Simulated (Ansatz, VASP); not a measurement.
# Two plane-wave programs on BN

Contents of INCAR:

```
SYSTEM = BN
PREC     = Accurate       ! precision mode
ENCUT    = 600            ! plane-wave cutoff, eV
EDIFF    = 1E-7           ! SCF threshold, eV
ISMEAR   = -1             ! smearing method
SIGMA    = 0.05           ! smearing width, eV
LREAL    = .False.        ! projectors in reciprocal space
LASPH    = .True.         ! aspherical terms in the spheres
NELM     = 60             ! most SCF steps
ALGO     = Normal         ! electronic algorithm
ISIF     = 3              ! what is computed and relaxed
LWAVE    = .False.        ! write WAVECAR
LCHARG   = .False.        ! write CHGCAR
GGA      = PE             ! functional
IBRION   = 2              ! ionic algorithm
NSW      = 60             ! ionic steps
EDIFFG   = -0.01          ! ionic threshold
```

KPOINTS

```
regular mesh
0
Gamma
  12 12 6
  0 0 0
```

The input POSCAR:

```
BN
1.0
    2.5539396017      0.0000000000      0.0000000000
   -1.2769698009      2.2117765748      0.0000000000
    0.0000000000      0.0000000000      4.2268550000
N B
2 2
Direct
    0.3333333333      0.6666666667      0.1252760000
    0.6666666667      0.3333333333      0.6252760000
    0.3333333333      0.6666666667      0.4997240000
    0.6666666667      0.3333333333      0.9997240000
```

input.yaml

```yaml
crystal:
  lattice:
    - [2.5539396017, 0.0, 0.0]
    - [-1.2769698009, 2.2117765748, 0.0]
    - [0.0, 0.0, 4.226855]
  atoms:
    - { symbol: "N", position: [0.3333333333, 0.6666666667, 0.125276] }
    - { symbol: "N", position: [0.6666666667, 0.3333333333, 0.625276] }
    - { symbol: B, position: [0.3333333333, 0.6666666667, 0.499724] }
    - { symbol: B, position: [0.6666666667, 0.3333333333, 0.999724] }
hamiltonian:
  xc: pbe
  pseudopotentials: { kind: paw }
kpoints:
  mp_grid: { grid: [12, 12, 6] }
scf:
  occupations: { method: fermi_dirac, width: 0.05 }
output:
  forces: true
  stress: true
  eigenvalues: true
relax:
  f_tol: 0.01
  max_steps: 40
  cell: { stress_tol: 0.05 }
```

Measurements of this composition are mostly on another form, of space group No. 194.

Alike in both runs: task relaxation of cell and atoms; functional PBE; k mesh 12 × 12 × 6; occupations fermi-dirac, width 0.05 eV; no spin polarisation.

|  | VASP | Ansatz |
| --- | --- | --- |
| version | VASP 6.6.1 | Ansatz 0.2.0 |
| potentials or method | VASP PAW PBE potentials, release 64 (N, B) | Ansatz PAW |
| plane-wave cutoff (eV) | 600 | 420 |
| valence electrons in the cell | 16 | 16 |

Ansatz gave:

* gap on the k mesh at the Fermi level, each at its own relaxed structure (eV): 5.23
* relaxed volume (Å³/atom): 5.97
* relaxed cell length with the largest relative difference (Å): 2.555

Question: What did VASP give for the same quantities?

Answer: gap on the k mesh at the Fermi level, each at its own relaxed structure (eV): 5.21; relaxed volume (Å³/atom): 5.97; relaxed cell length with the largest relative difference (Å): 2.554.

Caveats: the plane-wave basis is chosen anew once the cell has moved, so the energies of steps on either side of that aren't comparable (Ansatz); the pressure holds a Pulay correction of +1.1 GPa for the finite cutoff (Ansatz). A k mesh can miss the band edges. Expect the measured gap to be larger: semilocal functionals such as PBE lack the derivative discontinuity.
